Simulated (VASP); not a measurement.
# Hf (P6_3/mmc) in VASP: notebook, part 2 of 2

VASP 6.6.1. Earlier steps stand in the parts before.

**3. Relaxation of cell and atoms, PBEsol**

This run uses another cell than the first one, of 21.53 Å³/atom, 0.962 times its volume.

File INCAR:

```
ALGO     = Normal         # electronic algorithm
EDIFF    = 1E-7           # SCF threshold, eV
EDIFFG   = -0.005         # ionic threshold
ENCUT    = 600            # plane-wave cutoff, eV
GGA      = PS             # functional
IBRION   = 2              # ionic algorithm
ISIF     = 3              # what is computed and relaxed
ISMEAR   = 1              # smearing method
LASPH    = True           # aspherical terms in the spheres
LCHARG   = False          # write CHGCAR
LREAL    = False          # projectors in reciprocal space
LWAVE    = False          # write WAVECAR
NELM     = 80             # most SCF steps
NSW      = 90             # ionic steps
PREC     = Accurate       # precision mode
SIGMA    = 0.1            # smearing width, eV
```

File KPOINTS:

```
k-points
0
Gamma
  15 15 7
```

File POSCAR:

```
Hf                                      
1.0
    3.1566728600      0.0000000000      0.0000000000
   -1.5783364300      2.7337588898      0.0000000000
   -0.0000000000      0.0000000000      4.9903550432
  Hf            
     2
Direct
     0.3333333300000021    0.6666666699999979    0.2500000000000000
     0.6666666699999979    0.3333333300000021    0.7500000000000000
```

Potentials or basis: VASP PAW PBE potentials, release 64 (Hf_pv).

Command:

```bash
$ cat potpaw_PBE.64/Hf_pv/POTCAR > POTCAR
$ mpirun -np 1 vasp_std > vasp.out
```

OUTCAR:

```text
EDIFF = 1E-7
   EDIFFG = -0.005
   ENCUT = 600
   GGA = PS
   IBRION = 2
   ISIF = 3
   ISMEAR = 1
   LASPH = True
   LREAL = False
   NELM = 80
   NSW = 90
   PREC = Accurate

 ion  position               nearest neighbor table
   1  0.333  0.667  0.250-   2 3.09   2 3.09   2 3.09   2 3.09   2 3.09   2 3.09
   2  0.667  0.333  0.750-   1 3.09   1 3.09   1 3.09   1 3.09   1 3.09   1 3.09

  LATTYP: Found a hexagonal cell.
 ALAT       =     3.1566728600
 C/A-ratio  =     1.5808907874

  Lattice vectors:

 A1 = (   3.1566728600,   0.0000000000,   0.0000000000)
 A2 = (  -1.5783364300,   2.7337588898,   0.0000000000)
 A3 = (   0.0000000000,   0.0000000000,   4.9903550432)

Analysis of symmetry for initial positions (statically):
=====================================================================
 Subroutine PRICEL returns:
 Original cell was already a primitive cell.

 Routine SETGRP: Setting up the symmetry group for a
 hexagonal supercell.

 Subroutine GETGRP returns: Found 24 space group operations
 (whereof 12 operations were pure point group operations)
 out of a pool of 24 trial point group operations.

The static configuration has the point symmetry D_3d.
 The point group associated with its full space group is D_6h.

Analysis of symmetry for dynamics (positions and initial velocities):
=====================================================================
 Subroutine PRICEL returns:
 Original cell was already a primitive cell.

 Routine SETGRP: Setting up the symmetry group for a
 hexagonal supercell.

 Subroutine GETGRP returns: Found 24 space group operations
 (whereof 12 operations were pure point group operations)
 out of a pool of 24 trial point group operations.

The dynamic configuration has the point symmetry D_3d.
 The point group associated with its full space group is D_6h.

 Subroutine INISYM returns: Found 24 space group operations
 (whereof 12 operations are pure point group operations),
 and found     1 'primitive' translations

----------------------------------------------------------------------------------------

                                     Primitive cell

  volume of cell :      43.0647

  direct lattice vectors                    reciprocal lattice vectors
     3.156672860  0.000000000  0.000000000     0.316789241  0.182898354  0.000000000
    -1.578336430  2.733758890  0.000000000     0.000000000  0.365796707  0.000000000
     0.000000000  0.000000000  4.990355043     0.000000000  0.000000000  0.200386544

  length of vectors
     3.156672860  3.156672861  4.990355043     0.365796707  0.365796707  0.200386544

  position of ions in fractional coordinates (direct lattice)
     0.333333330  0.666666670  0.250000000
     0.666666670  0.333333330  0.750000000

  ion indices of the primitive-cell ions
   primitive index   ion index
                 1           1
                 2           2

----------------------------------------------------------------------------------------

 KPOINTS: k-points

Automatic generation of k-mesh.
 Grid dimensions read from file:
 generate k-points for:   15   15    7

 Generating k-lattice:

[... 55 lines left out ...]
   ISPIN  =      1    spin polarized calculation?
   LNONCOLLINEAR =      F non collinear calculations
   LSORBIT =      F    spin-orbit coupling
   LASPH  =      T    aspherical Exc in radial PAW
   ENCUT  =  600.0 eV  44.10 Ry    6.64 a.u.   6.30  6.30  9.97*2*pi/ulx,y,z
   NELM   =     80;   NELMIN=  2; NELMDL= -5     # of ELM steps
   EDIFF  = 0.1E-06   stopping-criterion for ELM
   LREAL  =      F    real-space projection
   EDIFFG = -.5E-02   stopping-criterion for IOM
   NSW    =     90    number of steps for IOM
   IBRION =      2    ionic relax: 0-MD 1-quasi-New 2-CG
   NFREE  =      1    steps in history (QN), initial steepest desc. (CG)
   ISIF   =      3    stress and relaxation
   ISYM   =      2    0-nonsym 1-usesym 2-fastsym
   POTIM  = 0.5000    time-step for ionic-motion
   TEBEG  =    0.0;   TEEND  =   0.0 temperature during run
   PSTRESS=    0.0 pullay stress
   NELECT =      20.0000    total number of electrons
   NUPDOWN=      -1.0000    fix difference up-down
   EMIN   =  10.00;   EMAX   =-10.00  energy-range for DOS
   EFERMI =   0.00;   METHOD = LEGACY
   ISMEAR =     1;   SIGMA  =   0.10  broadening in eV -4-tet -1-fermi 0-gaus
   EFERMI_NEDOS =   21; number of points for ismear=-14 and -15
   IALGO  =     38    algorithm
   IMIX   =      4    mixing-type and parameters
     AMIX     =   0.40;   BMIX     =  1.00
     AMIX_MAG =   1.60;   BMIX_MAG =  1.00
  volume/ion in A,a.u.               =      21.53       145.31
  Fermi-wavevector in a.u.,A,eV,Ry     =   1.267782  2.395760 21.868236  1.607270
  Thomas-Fermi vector in A             =   2.400911
   LORBIT       =      0    0 simple, 1 ext, 2 COOP (PROOUT), +10 PAW based schemes
   GGA     = PS    functional components
   LHFCALC =     F    Hartree Fock is set to
   AEXX    =    0.0000 exact exchange contribution
   IVDW    =     0    specifies the selected vdW correction
   LEPSILON=     F    determine dielectric tensor
   LRPA    =     F    only Hartree local field effects (RPA)
 conjugate gradient relaxation of ions
 non-spin polarized calculation
 Methfessel and Paxton  Order N= 1 SIGMA  =   0.10
  energy-cutoff  :      600.00
  volume of cell :       43.06
 maximum number of plane-waves:      1459
 NGX is ok and might be reduce to    28
   NGX = 13   NGY = 13   NGZ = 19

--------------------------------------- Ionic step        1  -------------------------------------------

 number of electron      19.9999998 magnetization

 Free energy of the ion-electron system (eV)
  ---------------------------------------------------
  ext. energy  EPLUGINS =         0.00000000
  ---------------------------------------------------
  free energy    TOTEN  =       -21.00657578 eV

  energy without entropy =      -21.00694444  energy(sigma->0) =      -21.00669867

------------------------ aborting loop because EDIFF is reached ----------------------------------------

  FORCE on cell =-STRESS in cart. coord.  units (eV):
  Direction    XX          YY          ZZ          XY          YZ          ZX
  --------------------------------------------------------------------------------------
  -------------------------------------------------------------------------------------
  Total       -0.0195969     -0.0195969     -0.0045978      0.0000000      0.0000000      0.0000000
  in kB       -0.7290828     -0.7290828     -0.1710566      0.0000000      0.0000000      0.0000000
  external PRESSURE =      -0.5430741 kB  Pullay stress =       0.0000000 kB
[... 59 lines left out ...]
--------------------------------------- Ionic step        3  -------------------------------------------

 number of electron      19.9999998 magnetization

 Free energy of the ion-electron system (eV)
  ---------------------------------------------------
  ext. energy  EPLUGINS =         0.00000000
  ---------------------------------------------------
  free energy    TOTEN  =       -21.00657969 eV

  energy without entropy =      -21.00694102  energy(sigma->0) =      -21.00670013

 E-fermi :   5.0431     XC(G=0): -11.5692

 val. band max:        5.0416992928   @ k =   0.1333   0.0667   0.2857
 cond. band min:       5.0466101390   @ k =   0.4000   0.2000   0.2857
 fundamental gap:      0.0049108462
 Fermi energy:         5.0431413316

 k-point     1 :       0.0000    0.0000    0.0000
  band No.  band energies     occupation
      1     -25.9794      2.00000
      2     -25.1269      2.00000
      3     -25.1269      2.00000
      4     -24.9845      2.00000
      5     -24.9810      2.00000
      6     -24.9810      2.00000
      7      -2.4905      2.00000
      8       1.1926      2.00000
      9       5.8459     -0.00000
     10       6.2034     -0.00000
     11       6.2034     -0.00000
     12       6.5028     -0.00000
     13       7.0694      0.00000
     14       7.0694      0.00000
[... 377 lines left out ...]
      1     -25.7147      2.00000
      2     -25.5495      2.00000
      3     -25.4917      2.00000
      4     -25.4436      2.00000
      5     -25.2918      2.00000
      6     -25.2304      2.00000
      7       2.4180      2.00000
      8       2.7392      2.00000
      9       2.9767      2.00000
     10       3.8374      2.00000
     11       5.4041     -0.00000
     12       5.7066     -0.00000
     13       6.9532     -0.00000
     14      10.3055      0.00000

 [... further k-points ...]

------------------------ aborting loop because EDIFF is reached ----------------------------------------

  FORCE on cell =-STRESS in cart. coord.  units (eV):
  Direction    XX          YY          ZZ          XY          YZ          ZX
  --------------------------------------------------------------------------------------
  -------------------------------------------------------------------------------------
  Total       -0.0011183     -0.0011183      0.0089952     -0.0000000      0.0000000      0.0000000
  in kB       -0.0416266     -0.0416266      0.3348184     -0.0000000      0.0000000      0.0000000
  external PRESSURE =       0.0838551 kB  Pullay stress =       0.0000000 kB
[... 17 lines left out ...]
  FREE ENERGIE OF THE ION-ELECTRON SYSTEM (eV)
  ---------------------------------------------------
  free  energy   TOTEN  =       -21.0065796872 eV

  energy  without entropy=      -21.0069410235  energy(sigma->0) =      -21.00670013

 reached required accuracy - stopping structural energy minimisation
```

Wall time 55 s (1 thread of Intel Xeon 6975P-C (Granite Rapids), shared host); peak memory 0.23 GiB.

What came out:

```yaml
Free_energy: -21.0066 eV
Relaxed_volume: 21.52 Å³/atom
Relaxed_cell: a = 3.156 Å, b = 3.156 Å, c = 4.990 Å, α = 90.00°, β = 90.00°, γ = 120.00°
Space_group_after_relaxing_to_0.05_Å: P6_3/mmc (No. 194)
Energy_gained_by_relaxing: 0.0 meV/atom
Ionic_steps: 3
Pressure_after_relaxing: 0.0 GPa
Band_gap_on_the_k_mesh: none (metal or under the smearing width)
```

Final structure:
```xyz
2
Lattice="3.1560 0.0000 0.0000 -1.5780 2.7332 0.0000 0.0000 0.0000 4.9901" Properties=species:S:1:pos:R:3 pbc="T T T"
Hf    0.0000    1.8221    1.2475
Hf    1.5780    0.9111    3.7426
```

Caveat: the PAW data sets were made with another functional, which shifts forces and pressure a little.
